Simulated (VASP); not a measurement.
# Si (P6/mmm) in VASP: a series of runs, part 2 of 2

VASP 6.6.1.

## 3. Relaxation of cell and atoms, PBE0

POSCAR

```
Si
1.0
    4.1209500000      0.0000000000      0.0000000000
   -2.0604700000      3.5688500000      0.0000000000
    0.0000000000      0.0000000000      2.6547900000
Si
2
Direct
    0.3333300000      0.6666700000      0.5000000000
    0.6666700000      0.3333300000      0.5000000000
```

INCAR.step1

```
SYSTEM = Si
PREC = Accurate
ENCUT = 600
EDIFF = 1E-5
ISMEAR = -1
SIGMA = 0.05
LREAL = .False.
LASPH = .True.
NELM = 60
ALGO = Normal
LWAVE = .True.
LCHARG = .False.
GGA = PE
```

INCAR.step2

```
SYSTEM = Si
PREC = Accurate
ENCUT = 600
EDIFF = 1E-6
ISMEAR = -1
SIGMA = 0.05
LREAL = .False.
LASPH = .True.
NELM = 60
ALGO = Normal
ISIF = 3
LWAVE = .False.
LCHARG = .False.
GGA = PE
LHFCALC = .True.
AEXX = 0.25
PRECFOCK = Fast
IBRION = 2
NSW = 40
EDIFFG = -0.01
ISTART = 1
```

KPOINTS

```
regular mesh
0
Gamma
  4 4 5
  0 0 0
```

Potentials or basis: VASP PAW PBE potentials, release 64 (Si).

On the command line:

```
> cat potpaw_PBE.64/Si/POTCAR > POTCAR
> cp INCAR.step1 INCAR
> mpirun -np 1 vasp_std > vasp.out
> cp INCAR.step2 INCAR
> mpirun -np 1 vasp_std > vasp.out
```

OUTCAR:

```text
SYSTEM = Si
   PREC = Accurate
   ENCUT = 600
   EDIFF = 1E-6
   ISMEAR = -1
   LREAL = .False.
   LASPH = .True.
   NELM = 60
   ISIF = 3
   GGA = PE
   LHFCALC = .True.
   AEXX = 0.25
   PRECFOCK = Fast
   IBRION = 2
   NSW = 40
   EDIFFG = -0.01
   ISTART = 1

 ion  position               nearest neighbor table
   1  0.333  0.667  0.500-   2 2.38   2 2.38   2 2.38
   2  0.667  0.333  0.500-   1 2.38   1 2.38   1 2.38

  LATTYP: Found a hexagonal cell.
 ALAT       =     4.1209500000
 C/A-ratio  =     0.6442179595

  Lattice vectors:

 A1 = (   4.1209500000,   0.0000000000,   0.0000000000)
 A2 = (  -2.0604700000,   3.5688500000,   0.0000000000)
 A3 = (   0.0000000000,   0.0000000000,   2.6547900000)

Analysis of symmetry for initial positions (statically):
=====================================================================
 Subroutine PRICEL returns:
 Original cell was already a primitive cell.

 Routine SETGRP: Setting up the symmetry group for a
 hexagonal supercell.

 Subroutine GETGRP returns: Found  8 space group operations
 (whereof  8 operations were pure point group operations)
 out of a pool of 24 trial point group operations.

The static configuration has the point symmetry D_2h.

Analysis of symmetry for dynamics (positions and initial velocities):
=====================================================================
 Subroutine PRICEL returns:
 Original cell was already a primitive cell.

 Routine SETGRP: Setting up the symmetry group for a
 hexagonal supercell.

 Subroutine GETGRP returns: Found  8 space group operations
 (whereof  8 operations were pure point group operations)
 out of a pool of 24 trial point group operations.

The dynamic configuration has the point symmetry D_2h.

[... 110 lines left out ...]
   EFERMI_NEDOS =   21; number of points for ismear=-14 and -15
   IALGO  =     38    algorithm
   IMIX   =      1    mixing-type and parameters
     AMIX     =   0.40;   BMIX     =  1.00
     AMIX_MAG =   1.60;   BMIX_MAG =  1.00
  volume/ion in A,a.u.               =      19.52       131.74
  Fermi-wavevector in a.u.,A,eV,Ry     =   0.965131  1.823833 12.673523  0.931478
  Thomas-Fermi vector in A             =   2.094821
   LORBIT       =      0    0 simple, 1 ext, 2 COOP (PROOUT), +10 PAW based schemes
   GGA     = PE    functional components
   LHFCALC =     T    Hartree Fock is set to
   PRECFOCK=fast      Normal, Fast or Accurate (Low or Medium for compatibility)
   ENCUT4O =  -1.0   cutoff for four orbital integrals eV
   NKREDX  =     1    reduce k-point grid by
   NKREDY  =     1    reduce k-point grid by
   NKREDZ  =     1    reduce k-point grid by
   AEXX    =    0.2500 exact exchange contribution
   HFSCREEN=    0.0000 screening length (either q_TF or 0.3 A-1)
   HFSCREENC=   0.0000 screening length for correlation (either q_TF or 0.3 A-1)
   ENCUTFOCK=  -1.0 apply spherical cutoff to Coloumb kernel
   IVDW    =     0    specifies the selected vdW correction
   LEPSILON=     F    determine dielectric tensor
   LRPA    =     F    only Hartree local field effects (RPA)
 conjugate gradient relaxation of ions
 non-spin polarized calculation
  energy-cutoff  :      600.00
  volume of cell :       39.04
 maximum number of plane-waves:      1312
 NGX is ok and might be reduce to    36
  NGX = 18; NGY = 18; NGZ = 12

--------------------------------------- Ionic step        1  -------------------------------------------

 number of electron       8.0000000 magnetization

 Free energy of the ion-electron system (eV)
  ---------------------------------------------------
  ext. energy  EPLUGINS =         0.00000000
  ---------------------------------------------------
  free energy    TOTEN  =       -12.72778355 eV

  energy without entropy =      -12.72777584  energy(sigma->0) =      -12.72777970

------------------------ aborting loop because EDIFF is reached ----------------------------------------

  FORCE on cell =-STRESS in cart. coord.  units (eV):
  Direction    XX          YY          ZZ          XY          YZ          ZX
  --------------------------------------------------------------------------------------
  -------------------------------------------------------------------------------------
  Total        0.2646852      0.2651089     -2.7290713      0.0003670      0.0000000      0.0000000
  in kB       10.8613673     10.8787540   -111.9875254      0.0150588      0.0000000      0.0000000
  external PRESSURE =     -30.0824680 kB  Pullay stress =       0.0000000 kB
[... 275 lines left out ...]
--------------------------------------- Ionic step        9  -------------------------------------------

 number of electron       8.0000000 magnetization

 Free energy of the ion-electron system (eV)
  ---------------------------------------------------
  ext. energy  EPLUGINS =         0.00000000
  ---------------------------------------------------
  free energy    TOTEN  =       -12.78776218 eV

  energy without entropy =      -12.78775763  energy(sigma->0) =      -12.78775991

 E-fermi :   6.2676     XC(G=0):  -7.7363

 val. band max:        5.7048266049   @ k =   0.2500   0.0000   0.2000
 cond. band min:       6.7490458163   @ k =   0.0000   0.0000   0.4000
 fundamental gap:      1.0442192114
 Fermi energy:         6.2675579242

 k-point     1 :       0.0000    0.0000    0.0000
  band No.  band energies     occupation
      1      -8.2970      2.00000
      2       2.4107      2.00000
      3       2.4107      2.00000
      4       2.4133      2.00000
      5       8.1085      0.00000
      6       8.1085      0.00000
      7      12.6337      0.00000
      8      15.5528      0.00000
[... 247 lines left out ...]
  FREE ENERGIE OF THE ION-ELECTRON SYSTEM (eV)
  ---------------------------------------------------
  free  energy   TOTEN  =       -12.7877621800 eV

  energy  without entropy=      -12.7877576304  energy(sigma->0) =      -12.78775991

 reached required accuracy - stopping structural energy minimisation
```

OSZICAR.step1:

```text
N       E                     dE             d eps       ncg     rms          rms(c)
DAV:   1     0.114034936173E+02    0.11403E+02   -0.37726E+03   336   0.915E+02
DAV:   2    -0.100204705029E+02   -0.21424E+02   -0.20521E+02   496   0.915E+01
DAV:   3    -0.102869609594E+02   -0.26649E+00   -0.26623E+00   464   0.128E+01
DAV:   4    -0.102880412478E+02   -0.10803E-02   -0.10802E-02   512   0.911E-01
DAV:   5    -0.102880424624E+02   -0.12146E-05   -0.12148E-05   488   0.272E-02    0.410E+00
DAV:   6    -0.102355404821E+02    0.52502E-01   -0.27515E-02   376   0.904E-01    0.243E+00
DAV:   7    -0.102076010443E+02    0.27939E-01   -0.59601E-02   400   0.140E+00    0.140E-01
DAV:   8    -0.102079799835E+02   -0.37894E-03   -0.26629E-03   424   0.389E-01    0.459E-02
DAV:   9    -0.102079905417E+02   -0.10558E-04   -0.78546E-05   512   0.672E-02    0.431E-02
DAV:  10    -0.102080085793E+02   -0.18038E-04   -0.30176E-05   416   0.371E-02    0.956E-03
DAV:  11    -0.102080082024E+02    0.37689E-06   -0.30104E-07   296   0.410E-03
   1 F= -.10208008E+02 E0= -.10206579E+02  d E =-.285807E-02
```

Run time: 4.6 min. Hardware: 1 thread of Intel Xeon 6975P-C (Granite Rapids), shared host; peak memory 0.17 GiB.

Results:

* Free energy: -12.7878 eV
* Relaxed volume: 18.78 Å³/atom
* Relaxed cell: a = 4.126 Å, b = 4.126 Å, c = 2.547 Å, α = 90.00°, β = 90.00°, γ = 120.00°
* Space group after relaxing (to 0.05 Å): P6/mmm (No. 191)
* Energy gained by relaxing: 30.0 meV/atom
* Ionic steps: 9
* Pressure after relaxing: 0.0 GPa
* Band gap on the k mesh: none (metal or under the smearing width)

The path:
```csv
step,energy change (eV),largest force (eV/Å),pressure (GPa),volume (Å³)
1,0.0000,0.0006,-3.01,39.04
2,-0.0285,0.0004,1.78,36.94
3,-0.0595,0.0000,-0.59,37.78
4,-0.0595,0.0000,-0.54,37.76
5,-0.0598,0.0001,0.35,37.40
6,-0.0600,0.0000,0.06,37.53
7,-0.0600,0.0000,0.04,37.53
8,-0.0600,0.0000,-0.03,37.56
9,-0.0600,0.0000,-0.02,37.55
```

Final structure:
```
Si
1.0
     4.12618    0.00001    0.00000
    -2.06308    3.57339    0.00000
     0.00000    0.00000    2.54688
Si
2
Direct
  0.33333 0.66667 0.50000
  0.66667 0.33333 0.50000
```

Levels at points of the mesh, in eV from the Fermi level:
```csv
k point,band 2,band 3,band 4,band 5,band 6,band 7
"(0.00, 0.00, 0.00)",-3.86,-3.86,-3.85,1.84,1.84,6.37
"(0.50, 0.00, 0.00)",-10.65,-5.17,-1.89,7.25,8.13,8.28
"(0.50, 0.50, 0.00)",-10.65,-5.17,-1.89,7.25,8.13,8.28
```

Caveat: the k mesh is coarse (spacing up to 0.47 Å⁻¹), so the values aren't converged, least of all with exact exchange; the PAW data sets were made with another functional, which shifts forces and pressure a little.
